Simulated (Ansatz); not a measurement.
Crystal: SnTe.

```xyz
2
Lattice="0.0000 3.6111 3.6111 3.6111 0.0000 3.6111 3.6111 3.6111 0.0000" Properties=species:S:1:pos:R:3 pbc="T T T"
Te    1.8056    1.8056    1.8056
Sn    0.0000    0.0000    0.0000
```

Measurements of this composition are mostly on another form, of space group No. 225.

Base run:

- Program: Ansatz 0.2.0
- Functional: r2SCAN
- Potentials or basis: Ansatz PAW
- Cutoff: 500 eV (not typed: the program's choice for these potentials)
- k mesh: 7 × 7 × 7
- Occupations: fermi-dirac, width 0.05 eV
- Spin: no spin polarisation

Its results: pressure -0.6 GPa.

The run is repeated on the same cell with these changes: functional from r2SCAN to PBEsol; cutoff from 500 eV (not typed: the program's choice for these potentials) to 420 eV (not typed: the program's choice for these potentials); spin from no spin polarisation to spin-orbit coupling, no magnetisation; potential files from those of the base run to others of the same set. What comes out?

Pressure -1.4 GPa.

Several settings changed at once, so the effect can't be laid on one alone.

Caveats: the PAW data sets come from PBE, with cores solved anew for the run's functional, which leaves a small shift of forces and pressure.
